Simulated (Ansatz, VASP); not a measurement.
**Two plane-wave programs on InPd**

The input POSCAR:

```
InPd
1.0
    3.2718847800      0.0000000000      0.0000000000
    0.0000000000      3.2718847800      0.0000000000
    0.0000000000      0.0000000000      3.2718847800
In Pd
1 1
Direct
    0.0000000000      0.0000000000      0.0000000000
    0.5000000000      0.5000000000      0.5000000000
```

Contents of INCAR.step1:

```
SYSTEM = InPd
ALGO     = Normal         ! electronic algorithm
EDIFF    = 1E-4           ! SCF threshold, eV
ENCUT    = 520            ! plane-wave cutoff, eV
GGA      = PE             ! functional
ISMEAR   = 0              ! smearing method
LASPH    = .True.         ! aspherical terms in the spheres
LCHARG   = .False.        ! write CHGCAR
LREAL    = .False.        ! projectors in reciprocal space
LWAVE    = .True.         ! write WAVECAR
NBANDS   = 18             ! bands
NELM     = 100            ! most SCF steps
PREC     = Accurate       ! precision mode
SIGMA    = 0.15           ! smearing width, eV
```

INCAR.step2

```
SYSTEM = InPd
ALGO     = Normal         ! electronic algorithm
EDIFF    = 1E-6           ! SCF threshold, eV
ENCUT    = 520            ! plane-wave cutoff, eV
ISIF     = 2              ! what is computed and relaxed
ISMEAR   = 0              ! smearing method
ISTART   = 1            
LASPH    = .True.         ! aspherical terms in the spheres
LCHARG   = .False.        ! write CHGCAR
LMIXTAU  = .True.       
LREAL    = .False.        ! projectors in reciprocal space
LWAVE    = .False.        ! write WAVECAR
METAGGA  = R2SCAN         ! meta-GGA
NBANDS   = 18             ! bands
NELM     = 100            ! most SCF steps
PREC     = Accurate       ! precision mode
SIGMA    = 0.15           ! smearing width, eV
```

KPOINTS

```
k-points
0
Gamma
  14 14 14
  0 0 0
```

Input for Ansatz:

```yaml
crystal:
  lattice:
    - [3.27188478, 0.0, 0.0]
    - [0.0, 3.27188478, 0.0]
    - [0.0, 0.0, 3.27188478]
  atoms:
    - { symbol: In, position: [0.0, 0.0, 0.0] }
    - { symbol: Pd, position: [0.5, 0.5, 0.5] }
basis:
  ecutwfc: 500
kpoints:
  mp_grid: { grid: [14, 14, 14] }
hamiltonian:
  xc: r2scan
scf:
  occupations: { method: gaussian, width: 0.15 }
output:
  forces: true
  stress: true
  eigenvalues: true
```

The cell comes from a database or a generator and needn't be the stable form of this composition.

Alike in both runs: task single point; functional r2SCAN; k mesh 14 × 14 × 14; occupations gaussian, width 0.15 eV; no spin polarisation.

```csv
,VASP,Ansatz
version,VASP 6.6.1,Ansatz 0.2.0
potentials or method,"VASP PAW PBE potentials, release 64 (In_d, Pd)","scalar-relativistic, plane waves, PAW"
plane-wave cutoff (eV),520,500
valence electrons in the cell,23,31
```

Ansatz gave:

| Quantity | Value |
| --- | --- |
| gap on the k mesh at the Fermi level (eV) | none |
| pressure (GPa) | -0.6 |

**Question.** Estimate VASP's values.

**Answer.** gap on the k mesh at the Fermi level (eV): none; pressure (GPa): -0.1.

A gap of «none» marks a metal or a gap that the smearing closes. The two sets of potentials don't hold the same shells in valence.

Caveats: the PAW data sets were made with another functional, which shifts forces and pressure a little (VASP).
